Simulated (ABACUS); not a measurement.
Crystal: TiC.

```
CELL_PARAMETERS angstrom
0.00000 2.16572 2.16572
2.16572 0.00000 2.16572
2.16572 2.16572 0.00000
ATOMIC_POSITIONS crystal
Ti 0.00000 0.00000 0.00000
C 0.50000 0.50000 0.50000
```

The cell is a database's computed one.

Base run:

```yaml
Program: ABACUS 3.10.1
Functional: LDA
Potentials_or_basis: PseudoDojo NC SR 0.4.1 LDA standard
Cutoff: 1143 eV
Density_cutoff: 4572 eV
Basis: plane waves
k_mesh: 9 × 9 × 9
Occupations: fermi-dirac, width 0.05 eV
Spin: no spin polarisation
```

Its results: band gap on the k mesh none (metal or under the smearing width); pressure -12.0 GPa.

Q: The run is repeated on the same cell with these changes: functional from LDA to BLYP; potentials or basis from PseudoDojo NC SR 0.4.1 LDA standard to GBRV ultrasoft 1.5 PBE; cutoff from 1143 eV to 544 eV; density cutoff from 4572 eV to 4354 eV. What comes out?

A: Band gap on the k mesh none (metal or under the smearing width); pressure 8.7 GPa.

Caveats: the potentials were made for another functional, which shifts forces and pressure (some runs).

Not every run made on this cell is shown here.
